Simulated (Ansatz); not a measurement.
## Ta2N under changes of volume

One of the cells (13.622 Å³/atom); the others are scaled copies at fixed shape and fractional positions:

```
CELL_PARAMETERS angstrom
3.11286 0.00000 0.00000
-1.55643 2.69582 0.00000
0.00000 0.00000 4.86984
ATOMIC_POSITIONS crystal
Ta 0.33333 0.66667 0.25471
Ta 0.66667 0.33333 0.74529
N 0.00000 0.00000 0.00000
```

The cell comes from a database or a generator and needn't be the stable form of this composition.

- Program: Ansatz 0.2.0
- Functional: PBEsol
- Potentials or basis: all-electron LAPW, scalar-relativistic
- Cutoff: 365 eV (chosen from the basis error)
- Basis error allowed: 0.001 eV/atom
- k mesh: 10 × 10 × 6
- Occupations: fermi-dirac, width 0.05 eV
- Spin: no spin polarisation

```tsv
volume (Å³/atom)	energy over the lowest point (meV/atom)	pressure (GPa)	largest force (eV/Å)
12.805	9.98	9.4	0.069
13.077	0.00	2.5	0.064
13.350	1.02	-3.6	0.185
13.622	11.92	-9.1	0.295
13.895	31.66	-14.0	0.396
14.167	?	?	?
14.439	94.09	-22.4	0.571
```

Task: What does the run at 14.167 Å³/atom give?

Result: Energy over the lowest point 59.32 meV/atom; pressure -18.4 GPa; largest force 0.488 eV/Å.

Worked out: A Birch-Murnaghan fit of order 3 (a polynomial in V^(-2/3)) to the other rows has its minimum at 13.19 Å³/atom with B0 = V·E''(V) = 300 GPa and B' = 4.3 at fixed shape and positions, which overstates the stiffness. It gives 59.33 meV/atom at 14.167 Å³/atom, against the run's 59.32, and -dE/dV = -18.5 GPa, against -18.4.

Energies are extrapolated to zero smearing.
